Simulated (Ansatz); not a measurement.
The system is BP.

```
P B
1.0
     0.00000    2.26900    2.26900
     2.26900    0.00000    2.26900
     2.26900    2.26900    0.00000
P B
1 1
Cartesian
  3.4035 3.4035 3.4035
  0.0000 0.0000 0.0000
```

Program: Ansatz 0.2.0. Alike in all runs: potentials or basis all-electron PAW datasets made for the crystal; no spin polarisation; cell as given; cutoff (eV) 310.

Problem. Order these runs on this cell by their band gap on the k mesh, lowest first.
A. level PBEsol; k mesh 10 × 10 × 10; smearing fixed
B. level PBE0; k mesh 8 × 8 × 8; smearing fermi-dirac 0.05 eV
C. level HSE06; k mesh 8 × 8 × 8; smearing fermi-dirac 0.05 eV

Solution. A (1.14 eV), C (2.00 eV), B (2.69 eV).

Caveats: the program warned that the printed levels may be off, so bands, gaps and densities of states are rough (some runs).

A k mesh can miss the band edges.

Not every run made on this cell is shown here.
